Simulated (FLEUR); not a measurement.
Runs of FLEUR MaX-R8.1 (patched build s14) on C. Symmetry: Fd-3m, No. 227, cubic system. The conventional cell has a = 3.567 Å, b = 3.567 Å, c = 3.567 Å, α = 90.00°, β = 90.00°, γ = 90.00°. C (site symmetry -43m) is surrounded by 4 C at 1.54 Å. This isn't the form of C at room conditions, which is graphite.

```csv
task,level,gmax,muffin-tin radii,max iterations,mixing factor,mixer,kmax,gap on the mesh (eV),V0 of scaled cells (Å³/atom),B0 (GPa)
band structure,RPBE,16.1 1/bohr,C 1.35 bohr,60,0.05,Anderson,5.19 1/bohr,4.27,-,-
equation of state,PW91,17 1/bohr,C 1.31 bohr,-,-,-,5.5 1/bohr,-,5.69,434
band structure,LDA exchange alone (X-alpha),16.1 1/bohr,C 1.35 bohr,60,0.05,Anderson,5.19 1/bohr,4.01,-,-
band structure,PW91,16.5 1/bohr,C 1.35 bohr,60,0.05,Anderson,5.33 1/bohr,4.19,-,-
band structure,LDA (Moruzzi-Janak-Williams),16.1 1/bohr,C 1.35 bohr,60,0.05,Anderson,5.19 1/bohr,4.10,-,-
equation of state,LDA (Moruzzi-Janak-Williams),16.6 1/bohr,C 1.31 bohr,-,-,-,5.34 1/bohr,-,5.53,(b)
equation of state,RPBE,16.6 1/bohr,C 1.31 bohr,-,-,-,5.34 1/bohr,-,5.78,(c)
equation of state,LDA exchange alone (X-alpha),16.6 1/bohr,C 1.31 bohr,-,-,-,5.34 1/bohr,-,(a),424
```

Alike in all rows: potentials or basis all-electron, FLAPW; no spin polarisation; cell as given; k mesh 13 × 13 × 13; smearing fermi-dirac 0.05 eV.

Fill in the values left out.

(a) 5.75; (b) 465; (c) 420.

The runs were made with more than one version of the program.

Runs at the PBE level aren't shown here.
